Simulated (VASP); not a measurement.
## VASP 6.6.1, GW calculation on PBE orbitals, SiC

INCAR, step 1 (ground state)

```
PREC = Accurate
LREAL = .FALSE.
LCHARG = .FALSE.
ENCUT = 500
LASPH = .TRUE.
EDIFF = 1E-7
NELM = 120
ISMEAR = 0
LWAVE = .TRUE.
GGA = PE
SIGMA = 0.01
```

INCAR, step 2 (empty bands)

```
LREAL = .FALSE.
ISTART = 1
PREC = Accurate
ISMEAR = 0
ENCUT = 500
NELM = 1
SIGMA = 0.01
LWAVE = .TRUE.
NBANDS = 157
LOPTICS = .TRUE.
EDIFF = 1E-7
LCHARG = .FALSE.
GGA = PE
ALGO = Exact
LASPH = .TRUE.
```

INCAR, step 3 (GW)

```
NELMGW = 4
PRECFOCK = Fast
EDIFF = 1E-7
NOMEGA = 64
NBANDSGW = 12
LREAL = .FALSE.
ENCUT = 500
NBANDS = 157
GGA = PE
ISMEAR = 0
SIGMA = 0.01
PREC = Accurate
ALGO = EVGW0
ISTART = 1
LASPH = .TRUE.
LWAVE = .FALSE.
ENCUTGWSOFT = 220
LCHARG = .FALSE.
NELM = 120
ENCUTGW = 220
```

KPOINTS

```
KPOINTS created by Atomic Simulation Environment
0
Gamma
6 6 6
0 0 0
```

POSCAR

```
Si C
 1.0000000000000000
     0.0000000000000000    2.1800000000000002    2.1800000000000002
     2.1800000000000002    0.0000000000000000    2.1800000000000002
     2.1800000000000002    2.1800000000000002    0.0000000000000000
 Si  C
   1   1
Cartesian
  0.0000000000000000  0.0000000000000000  0.0000000000000000
  1.0900000000000001  1.0900000000000001  1.0900000000000001
```

VASP ran with the GW set of PAW datasets (8 valence electrons in the cell).

From OUTCAR

```
k-points           NKPTS =     16   k-points in BZ     NKDIM =    216   number of bands    NBANDS=    157

   NELECT =       8.0000    total number of electrons

   dimension x,y,z NGX =    24 NGY =   24 NGZ =   24
   dimension x,y,z NGXF=    48 NGYF=   48 NGZF=   48

  energy-cutoff  :      500.00
  volume of cell :       20.72
      direct lattice vectors                 reciprocal lattice vectors
     0.000000000  2.180000000  2.180000000    -0.229357798  0.229357798  0.229357798
     2.180000000  0.000000000  2.180000000     0.229357798 -0.229357798  0.229357798
     2.180000000  2.180000000  0.000000000     0.229357798  0.229357798 -0.229357798

 k-points in reciprocal lattice and weights: KPOINTS created by Atomic Simulation Env
   0.00000000  0.00000000  0.00000000       0.005
   0.16666667  0.00000000  0.00000000       0.037
   0.33333333  0.00000000  0.00000000       0.037
   0.50000000  0.00000000  0.00000000       0.019
   0.16666667  0.16666667  0.00000000       0.028
   0.33333333  0.16666667  0.00000000       0.111
   0.50000000  0.16666667  0.00000000       0.111
  -0.33333333  0.16666667  0.00000000       0.111
   ...

 QP shifts <psi_nk| G(iteration)W_0 |psi_nk>: iteration 1
 for sc-GW calculations column KS-energies equals QP-energies in previous step
 and V_xc(KS)=  KS-energies - (<T + V_ion + V_H > + <T+V_H+V_ion>^1  + <V_x>^1)

 k-point   1 :       0.0000    0.0000    0.0000
  band No.  KS-energies  QP-energies   sigma(KS)   V_xc(KS)     V^pw_x(r,r')   Z            occupation Imag(sigma)

      1      -7.6387      -8.7941     -14.3437     -12.7340     -21.6864       0.7177       2.0000       1.3107
      2       7.7606       6.9889     -15.7823     -14.8004     -17.4191       0.7859       2.0000       0.0383
      3       7.7606       6.9889     -15.7823     -14.8004     -17.4191       0.7859       2.0000       0.0383
      4       7.7606       6.9889     -15.7823     -14.8004     -17.4191       0.7859       2.0000       0.0383
      5      13.9720      14.3210     -12.7282     -13.1775      -7.3945       0.7769       0.0000      -0.0865
      6      15.0484      15.5194     -10.9455     -11.5407      -5.7554       0.7914       0.0000      -0.0827
      7      15.0484      15.5194     -10.9455     -11.5407      -5.7554       0.7914       0.0000      -0.0827
      8      15.0484      15.5194     -10.9455     -11.5407      -5.7554       0.7914       0.0000      -0.0827
      9      22.2411      22.7740     -10.7418     -11.4223      -4.5061       0.7832       0.0000      -0.2566
     10      22.2411      22.7740     -10.7418     -11.4223      -4.5061       0.7832       0.0000      -0.2566
     11      24.1969      24.3660      -9.5687      -9.7875      -2.9117       0.7728       0.0000      -0.4043
     12      25.0099      25.1927     -10.0250     -10.2636      -2.9569       0.7659       0.0000      -0.7021

 ...

 QP shifts <psi_nk| G(iteration)W_0 |psi_nk>: iteration 2

 k-point   1 :       0.0000    0.0000    0.0000
  band No. old QP-enery  QP-energies   sigma(KS)   T+V_ion+V_H  V^pw_x(r,r')   Z            occupation Imag(sigma)

      1      -8.7941      -9.0807     -14.2906       5.0953     -21.6864       0.7145       2.0000       1.3393
      2       6.9889       6.8617     -15.7333      22.5610     -17.4191       0.7892       2.0000       0.0373
      3       6.9889       6.8617     -15.7333      22.5610     -17.4191       0.7892       2.0000       0.0373
      4       6.9889       6.8617     -15.7333      22.5610     -17.4191       0.7892       2.0000       0.0373
      5      14.3210      14.3690     -12.7669      27.1495      -7.3945       0.7789       0.0000      -0.0878
      6      15.5194      15.5780     -10.9956      26.5890      -5.7554       0.7920       0.0000      -0.0855
      7      15.5194      15.5780     -10.9956      26.5890      -5.7554       0.7920       0.0000      -0.0855
      8      15.5194      15.5780     -10.9956      26.5890      -5.7554       0.7920       0.0000      -0.0855
      9      22.7740      22.8445     -10.7995      33.6634      -4.5061       0.7835       0.0000      -0.2653
     10      22.7740      22.8445     -10.7995      33.6634      -4.5061       0.7835       0.0000      -0.2653
     11      24.3660      24.4188      -9.5501      33.9843      -2.9117       0.7744       0.0000      -0.3836
     12      25.1927      25.2492     -10.0071      35.2735      -2.9569       0.7666       0.0000      -0.6735

 ...

 QP shifts <psi_nk| G(iteration)W_0 |psi_nk>: iteration 3

 k-point   1 :       0.0000    0.0000    0.0000
  band No. old QP-enery  QP-energies   sigma(KS)   T+V_ion+V_H  V^pw_x(r,r')   Z            occupation Imag(sigma)

      1      -9.0807      -9.1509     -14.2740       5.0953     -21.6864       0.7158       2.0000       1.3534
      2       6.8617       6.8391     -15.7280      22.5610     -17.4191       0.7893       2.0000       0.0372
      3       6.8617       6.8391     -15.7280      22.5610     -17.4191       0.7893       2.0000       0.0372
      4       6.8617       6.8391     -15.7280      22.5610     -17.4191       0.7893       2.0000       0.0372
      5      14.3690      14.3739     -12.7742      27.1495      -7.3945       0.7793       0.0000      -0.0880
      6      15.5780      15.5851     -11.0021      26.5890      -5.7554       0.7920       0.0000      -0.0858
      7      15.5780      15.5851     -11.0021      26.5890      -5.7554       0.7920       0.0000      -0.0858
      8      15.5780      15.5851     -11.0021      26.5890      -5.7554       0.7920       0.0000      -0.0858
      9      22.8445      22.8545     -10.8061      33.6634      -4.5061       0.7832       0.0000      -0.2662
     10      22.8445      22.8545     -10.8061      33.6634      -4.5061       0.7832       0.0000      -0.2662
     11      24.4188      24.4279      -9.5538      33.9843      -2.9117       0.7745       0.0000      -0.3836
     12      25.2492      25.2589     -10.0116      35.2735      -2.9569       0.7671       0.0000      -0.6743

 ...

 QP shifts <psi_nk| G(iteration)W_0 |psi_nk>: iteration 4

 k-point   1 :       0.0000    0.0000    0.0000
  band No. old QP-enery  QP-energies   sigma(KS)   T+V_ion+V_H  V^pw_x(r,r')   Z            occupation Imag(sigma)

      1      -9.1509      -9.1670     -14.2687       5.0953     -21.6864       0.7162       2.0000       1.3584
      2       6.8391       6.8347     -15.7275      22.5610     -17.4191       0.7894       2.0000       0.0372
      3       6.8391       6.8347     -15.7275      22.5610     -17.4191       0.7894       2.0000       0.0372
      4       6.8391       6.8347     -15.7275      22.5610     -17.4191       0.7894       2.0000       0.0372
      5      14.3739      14.3740     -12.7754      27.1495      -7.3945       0.7794       0.0000      -0.0880
      6      15.5851      15.5857     -11.0031      26.5890      -5.7554       0.7920       0.0000      -0.0859
      7      15.5851      15.5857     -11.0031      26.5890      -5.7554       0.7920       0.0000      -0.0859
      8      15.5851      15.5857     -11.0031      26.5890      -5.7554       0.7920       0.0000      -0.0859
      9      22.8545      22.8559     -10.8071      33.6634      -4.5061       0.7832       0.0000      -0.2664
     10      22.8545      22.8559     -10.8071      33.6634      -4.5061       0.7832       0.0000      -0.2664
     11      24.4279      24.4292      -9.5547      33.9843      -2.9117       0.7741       0.0000      -0.3839
     12      25.2589      25.2603     -10.0128      35.2735      -2.9569       0.7681       0.0000      -0.6748

 ...
```

| Item | Value |
| --- | --- |
| PBE gap on the mesh | 1.35 eV |
| G₀W₀ gap on the mesh | 2.27 eV |

These GW values are short of the basis and mesh limit.
